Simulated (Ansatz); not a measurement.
Planning a GW calculation on NaSrI3 (cubic perovskite) (Pm-3m).

The structure was built from a prototype and need not be the compound's stable phase.

```
Na Sr I
1.0
     6.30369    0.00000    0.00000
     0.00000    6.30369    0.00000
     0.00000    0.00000    6.30369
Na Sr I
1 1 3
Cartesian
  0.0000 0.0000 0.0000
  3.1518 3.1518 3.1518
  3.1518 3.1518 0.0000
  3.1518 0.0000 3.1518
  0.0000 3.1518 3.1518
```

The structure was relaxed with PBEsol. The structure type comes from a generator and need not be one that this composition takes. The runs that relaxed it are not among those shown. Spin-orbit coupling is left out unless a run names it. PAW set soft_2, made with PBE.

Runs so far (Ansatz 0.2.0, start PBEsol, default PAW files, 2×2×2 mesh). Times are wall times on 4 threads of Arm Neoverse V1, shared host, good to a factor of about two.

```csv
bands summed,cutoff (eV),gap on the mesh (eV),time
157,36,3.697,7.2 s
382,72,3.975,25 s
```

Q: What should the next rung give, with 782 bands and screening to 120 eV, and where is the limit?

The error falls about as one over the bands when the cutoff rises with them. A line through the two highest rungs given predicts 4.074 eV; the run gave 4.169 eV, a miss of 0.095 eV, so the law fails here: the steps don't follow it yet. The two highest rungs put the limit near 4.355 eV, the pair below near 4.169 eV; neither can be trusted until a further rung is run.

Gaps are over the mesh's points; an edge off the mesh would be missed. Limits: not at the basis limit; no spin-orbit coupling; coarse k mesh.

[Paths, hosts, dates, memory and timing lines, banners, echoed tables and standing remarks are left out of the program output.]

[Logs are printed without paths, hosts, clocks, repeated set-up lines and the standing remarks that a program may print on its own settings, such as how far it seeks lower states.]

[Runs of the session that timed out or met a known fault of the program may be left out.]

[Cells called generated may have been cut or substituted from an entry of the Crystallography Open Database or the Materials Project.]

[Hosts, paths, dates, database ids (printed as entryN), source tags and the programs' standing remarks are cut or masked in the printed files.]
